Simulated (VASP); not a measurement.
**InAs in VASP: how settings move the PBE single point**

The PBE single point of zincblende InAs, under -2.0 % biaxial strain in x and y, free along z is repeated with altered inputs. Which of them can be trusted?

Code: VASP 6.6.1. PAW datasets, plane waves. Computed at 0 K without zero-point motion; spin polarisation is off (in the reference).

### 1 The system as given

The cell comes from an earlier relaxation with r2SCAN in another program, then strained, with the atoms relaxed again. Some of the altered inputs switch spin polarisation on.

The symmetry is I-4m2 (No. 119, tetragonal); conventional cell a = 4.233 Å, c = 6.237 Å, 27.94 Å³ an atom. Around In lie 4 As at 2.63 Å; around As lie 4 In at 2.63 Å.

The structure in full:

```cif
data_structure
_symmetry_space_group_name_H-M 'P 1'
_symmetry_Int_Tables_number 1
_cell_length_a 4.3227
_cell_length_b 4.3227
_cell_length_c 4.2334
_cell_angle_alpha 60.681
_cell_angle_beta 60.681
_cell_angle_gamma 58.638
_cell_volume 55.89
loop_
_atom_site_label
_atom_site_type_symbol
_atom_site_fract_x
_atom_site_fract_y
_atom_site_fract_z
_atom_site_occupancy
In1 In 0.00000 0.00000 0.00000 1
As1 As 0.25000 0.25000 0.25000 1
```

### 2 Reference

INCAR

```
ENCUT = 520.000000
SIGMA = 0.020000
EDIFF = 1.00e-07
GGA = PE
PREC = Accurate
IBRION = -1
ISIF = 2
ISMEAR = -1
NBANDS = 16
NELM = 120
NSW = 0
LASPH = .TRUE.
LCHARG = .TRUE.
LELF = .TRUE.
LWAVE = .FALSE.
LREAL = .FALSE.
```

KPOINTS

```
KPOINTS created by Atomic Simulation Environment
0
Gamma
8 8 8
0 0 0
```

POSCAR

```
In As
 1.0000000000000000
     0.0000000000000000    2.9934986636000001    3.1184735085000002
     2.9934986636000001    0.0000000000000000    3.1184735085000002
     2.9934986636000001    2.9934986636000001    0.0000000000000000
 In  As
   1   1
Cartesian
  0.0000000000000000  0.0000000000000000  0.0000000000000000
  1.4967493317999998  1.4967493317999998  1.5592367542499999
```

A file KPOINTS_OPT adds named points for the levels; it doesn't enter the self-consistent loop.

Potentials: the recommended PBE PAW datasets, 18 valence electrons.

Command:

```console
$ mpirun -np 1 vasp_std
```

### 3 Try 1

INCAR

```
ENCUT = 520.000000
SIGMA = 0.020000
EDIFF = 1.00e-07
PREC = Accurate
IBRION = -1
ISIF = 2
ISMEAR = -1
NBANDS = 16
NELM = 120
NSW = 0
LASPH = .TRUE.
LCHARG = .FALSE.
LWAVE = .FALSE.
LREAL = .FALSE.
ISPIN = 2
MAGMOM = 1 1
METAGGA = SCAN
```

KPOINTS is that of step 2.

POSCAR is that of step 2.

### 4 Try 2

INCAR

```
ENCUT = 520.000000
EDIFF = 1.00e-07
GGA = PE
PREC = Accurate
IBRION = -1
ISIF = 2
NBANDS = 16
NSW = 0
LASPH = .TRUE.
LCHARG = .FALSE.
LWAVE = .FALSE.
LREAL = .FALSE.
ADDGRID = .TRUE.
NELECT = 17.9
ISMEAR = -1
SIGMA = 0.2
NELM = 56
```

KPOINTS is that of step 2.

POSCAR is that of step 2.

### 5 Try 3

INCAR

```
ENCUT = 520.000000
EDIFF = 1.00e-07
GGA = PE
PREC = Accurate
IBRION = -1
ISIF = 2
NBANDS = 16
NELM = 120
NSW = 0
LASPH = .TRUE.
LCHARG = .FALSE.
LWAVE = .FALSE.
LREAL = .FALSE.
IVDW = 12
ISMEAR = -5
SIGMA = 0.2
```

KPOINTS is that of step 2.

POSCAR is that of step 2.

### 6 Try 4

INCAR, as its differences from that of step 2:

```diff
@@ -9,8 +9,7 @@
 NBANDS = 16
-NELM = 120
 NSW = 0
 LASPH = .TRUE.
-LCHARG = .TRUE.
-LELF = .TRUE.
+LCHARG = .FALSE.
 LWAVE = .FALSE.
 LREAL = .FALSE.
+NELM = 79
```

KPOINTS

```
KPOINTS created by Atomic Simulation Environment
0
Gamma
1 1 1
0 0 0
```

POSCAR is that of step 2.

Q: Predict the outcome of this session. Wanted: for each run, changed; ending; energy change; pressure; electronic steps; usable.

The runs gave:

| run | changed | ending | energy change (meV/atom) | pressure (GPa) | gap on the mesh (eV; negative: overlap) | electronic steps | time | usable |
| --- | --- | --- | --- | --- | --- | --- | --- | --- |
| ref. | – | converged | 0 | 3.2 | 0.00 | 14 | 40 s | yes |
| 1 | ISPIN = 2, MAGMOM = 1 1, METAGGA = SCAN | converged | – | 0.7 | – | 19 | 4.5 min | yes |
| 2 | ADDGRID = .TRUE., NELECT = 17.9, ISMEAR = -1, SIGMA = 0.2, NELM = 56 | converged | – | 0.5 | – | 14 | 50 s | no |
| 3 | IVDW = 12, ISMEAR = -5, SIGMA = 0.2 | converged | – | 1.2 | 0.00 | 14 | 32 s | yes |
| 4 | mesh 1×1×1 | converged | 7160.7 | 66.6 | 0.00 | 16 | 5.6 s | no |

Of 4 altered inputs, 2 ended normally on a faulty or unsound input, 2 gave usable results.
